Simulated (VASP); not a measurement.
# K in VASP: further runs

Aim: see how the results for K move with the level of theory and the settings. Levels: LDA, RPBE. Tasks: relaxation of the atoms.

Everything below comes from runs of VASP 6.6.1. Logs are shortened: lines on timing, memory, paths and dates and some standing lists are left out, and cuts for length are marked.

### Step 1. The slab as given

The cell holds a slab with vacuum, 3 atoms: a = 4.725 Å, b = 4.725 Å, c = 22.812 Å, α = 90.00°, β = 90.00°, γ = 117.88°.

The slab is cut from a database's or a generator's crystal, which needn't be the stable form of the element.

### Step 2. Relaxation of the atoms, LDA

Input file INCAR:

```
SYSTEM = K
PREC = Accurate
ENCUT = 520
EDIFF = 1E-7
ISMEAR = -1
SIGMA = 0.05
LREAL = .FALSE.
LASPH = .TRUE.
NELM = 80
ALGO = Fast
ISIF = 2
LWAVE = .FALSE.
LCHARG = .FALSE.
LDIPOL = .TRUE.
IDIPOL = 3
DIPOL = 0.5 0.5 0.500
IBRION = 2
NSW = 40
EDIFFG = -0.01
```

Input file KPOINTS:

```
Automatic mesh
0
G
  7 7 1
  0 0 0
```

Input file POSCAR:

```
K
1.0
    4.7251254772      0.0000000000      0.0000000000
   -2.2093571875      4.1767872334      0.0000000000
    0.0000000000      0.0000000000     22.8117980100
K
3
Selective dynamics
Direct
    0.1793869800      0.8206130200      0.3287772405  F F F
    0.8206130200      0.1793869800      0.5000000000  T T T
    0.1793869800      0.8206130200      0.6712227595  T T T
```

Potentials or basis: VASP PAW LDA potentials, release 64 (K_sv).

Command:

```bash
$ cat potpaw_LDA.64/K_sv/POTCAR > POTCAR
$ mpirun -np 1 vasp_std > vasp.out
```

OUTCAR:

```text
SYSTEM = K
   PREC = Accurate
   ENCUT = 520
   EDIFF = 1E-7
   ISMEAR = -1
   LREAL = .FALSE.
   LASPH = .TRUE.
   NELM = 80
   ISIF = 2
   IBRION = 2
   NSW = 40
   EDIFFG = -0.01

 ion  position               nearest neighbor table
   1  0.179  0.821  0.329-
   2  0.821  0.179  0.500-
   3  0.179  0.821  0.671-

  LATTYP: Found a base centered orthorhombic cell.
 ALAT       =     4.8759247000
 B/A-ratio  =     1.6602432150
 C/A-ratio  =     4.6784557624

  Lattice vectors:

 A1 = (   4.7251254772,   0.0000000000,   0.0000000000)
 A2 = (  -2.2093571875,   4.1767872334,   0.0000000000)
 A3 = (   0.0000000000,   0.0000000000,  22.8117980100)

Analysis of symmetry for initial positions (statically):
=====================================================================
 Subroutine PRICEL returns:
 Original cell was already a primitive cell.

 Routine SETGRP: Setting up the symmetry group for a
 base centered orthorhombic supercell.

 Subroutine GETGRP returns: Found  4 space group operations
 (whereof  4 operations were pure point group operations)
 out of a pool of  8 trial point group operations.

The static configuration has the point symmetry C_2v.

Analysis of symmetry for dynamics (positions and initial velocities):
=====================================================================
 Subroutine PRICEL returns:
 Original cell was already a primitive cell.

 Routine SETGRP: Setting up the symmetry group for a
 base centered orthorhombic supercell.

 Subroutine GETGRP returns: Found  4 space group operations
 (whereof  4 operations were pure point group operations)
 out of a pool of  8 trial point group operations.

The dynamic configuration has the point symmetry C_2v.

Analysis of constrained symmetry for selective dynamics:
=====================================================================
 Subroutine PRICEL returns:
 Original cell was already a primitive cell.

 Routine SETGRP: Setting up the symmetry group for a
 base centered orthorhombic supercell.

 Subroutine GETGRP returns: Found  2 space group operations
 (whereof  2 operations were pure point group operations)
[... 124 lines left out ...]
   LEPSILON=     F    determine dielectric tensor
   LRPA    =     F    only Hartree local field effects (RPA)
 conjugate gradient relaxation of ions
 non-spin polarized calculation
 RMM-DIIS sequential band-by-band and
  energy-cutoff  :      520.00
  volume of cell :      450.21
 maximum number of plane-waves:     12152
   NGX = 17   NGY = 17   NGZ = 85

--------------------------------------- Ionic step        1  -------------------------------------------

 number of electron      27.0000000 magnetization

 Free energy of the ion-electron system (eV)
  ---------------------------------------------------
  ext. energy  EPLUGINS =         0.00000000
  ---------------------------------------------------
  free energy    TOTEN  =        -3.13471916 eV

  energy without entropy =       -3.11193884  energy(sigma->0) =       -3.12332900

------------------------ aborting loop because EDIFF is reached ----------------------------------------

  FORCE on cell =-STRESS in cart. coord.  units (eV):
  Direction    XX          YY          ZZ          XY          YZ          ZX
  --------------------------------------------------------------------------------------
  -------------------------------------------------------------------------------------
  Total       -0.8953455     -0.9611821     -0.6746450     -0.0622320     -0.0000006      0.0000010
  in kB       -3.1862952     -3.4205901     -2.4008812     -0.2214671     -0.0000022      0.0000036
  external PRESSURE =      -3.0025888 kB  Pullay stress =       0.0000000 kB
[... 92 lines left out ...]
  FREE ENERGIE OF THE ION-ELECTRON SYSTEM (eV)
  ---------------------------------------------------
  free  energy   TOTEN  =        -3.1360782202 eV

  energy  without entropy=       -3.1134790052  energy(sigma->0) =       -3.12477861

[... ionic steps 4 to 8 ...]

--------------------------------------- Ionic step        9  -------------------------------------------

 number of electron      27.0000001 magnetization

------------------------ aborting loop because EDIFF is reached ----------------------------------------
[... 63 lines left out ...]
  FREE ENERGIE OF THE ION-ELECTRON SYSTEM (eV)
  ---------------------------------------------------
  free  energy   TOTEN  =        -3.1652873481 eV

  energy  without entropy=       -3.1464644348  energy(sigma->0) =       -3.15587589

 dipolmoment           0.000000      0.000000      0.000047 electrons x Angstroem

--------------------------------------- Ionic step       11  -------------------------------------------

 number of electron      27.0000000 magnetization

 dipolmoment           0.000000      0.000000     -0.000029 electrons x Angstroem

 Free energy of the ion-electron system (eV)
  ---------------------------------------------------
  ext. energy  EPLUGINS =         0.00000000
  ---------------------------------------------------
  free energy    TOTEN  =        -3.16763652 eV

  energy without entropy =       -3.14931880  energy(sigma->0) =       -3.15847766

 E-fermi :  -1.3449     XC(G=0):  -3.4257

 val. band max:       -1.3842935245   @ k =  -0.4286   0.2857   0.0000
 cond. band min:      -1.2575364377   @ k =   0.2857   0.2857   0.0000
 fundamental gap:      0.1267570867
 Fermi energy:        -1.3448558482

 k-point     1 :       0.0000    0.0000    0.0000
  band No.  band energies     occupation
      1     -33.3448      2.00000
      2     -33.3446      2.00000
      3     -33.1938      2.00000
      4     -17.0848      2.00000
      5     -17.0780      2.00000
      6     -17.0263      2.00000
[... 299 lines left out ...]
      6     -17.0701      2.00000
[... 9 lines left out ...]
     16      -0.1504      0.00000
     17       0.0387      0.00000

------------------------ aborting loop because EDIFF is reached ----------------------------------------

 vacuum level on the upper side and lower side of the slab       (xc-potential included)        -0.253        -0.279

  FORCE on cell =-STRESS in cart. coord.  units (eV):
  Direction    XX          YY          ZZ          XY          YZ          ZX
  --------------------------------------------------------------------------------------
  -------------------------------------------------------------------------------------
  Total       -0.7979922     -0.8505801     -0.0353279     -0.0497088     -0.0014124      0.0023449
  in kB       -2.8398408     -3.0269873     -0.1257226     -0.1769002     -0.0050263      0.0083448
  external PRESSURE =      -1.9975169 kB  Pullay stress =       0.0000000 kB
[... 18 lines left out ...]
  FREE ENERGIE OF THE ION-ELECTRON SYSTEM (eV)
  ---------------------------------------------------
  free  energy   TOTEN  =        -3.1676365221 eV

  energy  without entropy=       -3.1493188013  energy(sigma->0) =       -3.15847766

 reached required accuracy - stopping structural energy minimisation

 vacuum level on the upper side and lower side of the slab         0.916         0.891
```

CONTCAR:

```text
K
   1.00000000000000
     4.7251254771999998    0.0000000000000000    0.0000000000000000
    -2.2093571875000002    4.1767872333999998    0.0000000000000000
     0.0000000000000000    0.0000000000000000   22.8117980100000004
  K
     3
Selective dynamics
Direct
     0.1793869799999968    0.8206130200000032    0.3287772405000027   F   F   F
     0.8247749310570456    0.1752250689429544    0.4848625065615100   T   T   T
     0.1770987562600629    0.8229012437399371    0.6405638078502923   T   T   T

  0.00000000E+00  0.00000000E+00  0.00000000E+00
  0.00000000E+00  0.00000000E+00  0.00000000E+00
  0.00000000E+00  0.00000000E+00  0.00000000E+00
```

Run time: 52 min. Hardware: 1 thread of AMD EPYC 7R43 (Zen 3), shared host; peak memory 0.43 GiB.

Results:

* Free energy: -3.1676 eV
* Energy gained by relaxing: 11.0 meV/atom
* Ionic steps: 11
* Band gap on the k mesh: none (metal or under the smearing width)

The path:
| step | energy change (eV) | largest force (eV/Å) | pressure (GPa) |
| --- | --- | --- | --- |
| 1 | 0.0000 | 0.0850 | -0.30 |
| 2 | -0.0003 | 0.0839 | -0.30 |
| 3 | -0.0014 | 0.0840 | -0.30 |
| 4 | -0.0033 | 0.0836 | -0.30 |
| 5 | -0.0069 | 0.0825 | -0.29 |
| 6 | -0.0128 | 0.0804 | -0.28 |
| 7 | -0.0179 | 0.0773 | -0.24 |
| 8 | -0.0214 | 0.0699 | -0.24 |
| 9 | -0.0295 | 0.0415 | -0.22 |
| 10 | -0.0306 | 0.0396 | -0.18 |
| 11 | -0.0329 | 0.0027 | -0.20 |

Final structure:
```
K
1.0
     4.72513    0.00000    0.00000
    -2.20936    4.17679    0.00000
     0.00000    0.00000   22.81180
K
3
Cartesian
  -0.9654 3.4275 7.5000
  3.5100 0.7319 11.0606
  -0.9813 3.4371 14.6124
```

### Step 3. Relaxation of the atoms, RPBE (the (0 0 1) slab of K, cut from the database cell, not relaxed)

Input file INCAR:

```
SYSTEM = K
ALGO     = Fast           ! electronic algorithm
DIPOL    = 0.5 0.5 0.500
EDIFF    = 1E-6           ! SCF threshold, eV
EDIFFG   = -0.01          ! ionic threshold
ENCUT    = 520            ! plane-wave cutoff, eV
GGA      = RP             ! functional
IBRION   = 2              ! ionic algorithm
IDIPOL   = 3            
ISIF     = 2              ! what is computed and relaxed
ISMEAR   = 0              ! smearing method
LASPH    = .TRUE.         ! aspherical terms in the spheres
LCHARG   = .FALSE.        ! write CHGCAR
LDIPOL   = .TRUE.       
LREAL    = .FALSE.        ! projectors in reciprocal space
LWAVE    = .FALSE.        ! write WAVECAR
NELM     = 60             ! most SCF steps
NSW      = 60             ! ionic steps
PREC     = Accurate       ! precision mode
SIGMA    = 0.05           ! smearing width, eV
```

Input file KPOINTS:

```
k-points
0
G
  7 7 1
  0 0 0
```

POSCAR is that of step 2.

Potentials or basis: VASP PAW PBE potentials, release 64 (K_sv).

Command:

```bash
$ cat potpaw_PBE.64/K_sv/POTCAR > POTCAR
$ mpirun -np 1 vasp_std > vasp.out
```

Run time: 9.5 min. Hardware: 1 thread of AMD EPYC, shared host; peak memory 0.52 GiB.

Results (log left out):

| Item | Value |
| --- | --- |
| Free energy | -2.5989 eV |
| Band gap on the k mesh | none (metal or under the smearing width) |

Final structure:
```
K
1.0
     4.72513    0.00000    0.00000
    -2.20936    4.17679    0.00000
     0.00000    0.00000   22.81180
K
3
Direct
  0.17939 0.82061 0.32878
  0.82061 0.17939 0.50000
  0.17939 0.82061 0.67122
```

Levels at points of the mesh, in eV from the Fermi level:
| k point | band 11 | band 12 | band 13 | band 14 | band 15 | band 16 | band 17 |
| --- | --- | --- | --- | --- | --- | --- | --- |
| (0.00, 0.00, 0.00) | -15.72 | -15.71 | -1.90 | -1.36 | -0.52 | 0.55 | 1.24 |

Caveat: the relaxation stopped at its first step, so nothing moved; the PAW data sets were made with another functional, which shifts forces and pressure a little.
